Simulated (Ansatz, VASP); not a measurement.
# Two plane-wave programs on MgS

Contents of INCAR:

```
PREC = Accurate
ENCUT = 520
EDIFF = 1E-7
ISMEAR = 0
SIGMA = 0.1
LREAL = False
LASPH = True
NELM = 100
ALGO = Normal
ISIF = 2
LWAVE = False
LCHARG = False
GGA = PE
NBANDS = 11
```

File KPOINTS:

```
regular mesh
0
Gamma
  6 6 6
```

POSCAR

```
MgS
1.0
    0.0000000000      2.6216457242      2.6216457242
    2.6216457242      0.0000000000      2.6216457242
    2.6216457242      2.6216457242      0.0000000000
Mg S
1 1
Direct
    0.0000000000      0.0000000000      0.0000000000
    0.5000000000      0.5000000000      0.5000000000
```

Input for Ansatz:

```yaml
crystal:
  lattice:
    - [0.0, 2.6216457242, 2.6216457242]
    - [2.6216457242, 0.0, 2.6216457242]
    - [2.6216457242, 2.6216457242, 0.0]
  atoms:
    - { symbol: Mg, position: [0.0, 0.0, 0.0] }
    - { symbol: S, position: [0.5, 0.5, 0.5] }
basis:
  ecutwfc: 420
kpoints:
  mp_grid: { grid: [6, 6, 6] }
hamiltonian:
  xc: pbe
scf:
  occupations: { method: gaussian, width: 0.1 }
  mixing: { algorithm: broyden, beta: 0.066 }
  initial_density: { chi_scale: 0, normalization: atom }
  max_iter: 96
output:
  forces: true
  stress: true
  eigenvalues: true
```

Alike in both runs: task single point; functional PBE; k mesh 6 × 6 × 6; occupations gaussian, width 0.1 eV; no spin polarisation.

|  | VASP | Ansatz |
| --- | --- | --- |
| version | VASP 6.6.1 | Ansatz 0.2.0 |
| potentials or method | VASP PAW PBE potentials, release 64 (Mg, S) | scalar-relativistic, plane waves, PAW |
| plane-wave cutoff (eV) | 520 | 420 |
| valence electrons in the cell | 8 | 16 |

|  | VASP | Ansatz | Ansatz less VASP |
| --- | --- | --- | --- |
| gap on the k mesh at the Fermi level (eV) | 2.72 | 2.74 | +0.016 |
| least direct gap on the mesh (eV) | 3.53 | 3.54 | +0.013 |
| pressure (GPa) | -0.8 | -0.5 | +0.29 |

The two sets of potentials don't hold the same shells in valence.

A k mesh can miss the band edges.
